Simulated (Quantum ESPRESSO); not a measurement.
Ge:

```xyz
2
Lattice="0.0000 2.8289 2.8289 2.8289 0.0000 2.8289 2.8289 2.8289 0.0000" Properties=species:S:1:pos:R:3 pbc="T T T"
Ge    4.2434    4.2434    4.2434
Ge    2.8289    2.8289    2.8289
```

| Property | Result |
| --- | --- |
| Program | Quantum ESPRESSO 7.5 |
| Task | phonons |
| Functional | WC |
| Potentials or basis | PseudoDojo 0.4.1 SR PBE standard |
| Cutoff | 1061 eV |
| Density cutoff | 4245 eV |
| k mesh | 8 × 8 × 8 |
| Occupations | methfessel-paxton, width 0.2 eV |
| Spin | no spin polarisation |
| Mixing beta | 0.5 |
| Most SCF iterations | 120 |
| SCF threshold | 4e-10 Ry |

What is the highest optical frequency at the zone centre?

284 cm⁻¹, a mode of symmetry T2g (Raman).

Optical modes at Γ, degenerate ones joined:
| cm⁻¹ | components | symmetry | active in |
| --- | --- | --- | --- |
| 284 | 3 | T2g | Raman |
